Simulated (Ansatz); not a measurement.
# Zr (simple cubic): energy against volume

Method: DFT, PBE, plane waves (420 eV) with PAW, scalar-relativistic (Ansatz).

The cell is scaled uniformly from the relaxed one, with fractional coordinates and shape fixed. Energies are extrapolated to zero smearing, pressures are those at the given smearing. Magnetic state: spin not included.

A Birch-Murnaghan fit gives V₀ = 24.72 Å³/atom, B₀ = 69 GPa, B₀′ = 3.6.

(1) What are the energy above the minimum and the pressure at 23.742 Å³/atom?

(2) What are the energy above the minimum and the pressure at 26.709 Å³/atom?

(3) What are the energy above the minimum and the pressure at 27.698 Å³/atom?

Answers

(1) 8.8 meV/atom and 3.20 GPa as computed.

(2) 30.9 meV/atom and -4.41 GPa as computed.

(3) 65.2 meV/atom and -6.15 GPa as computed.
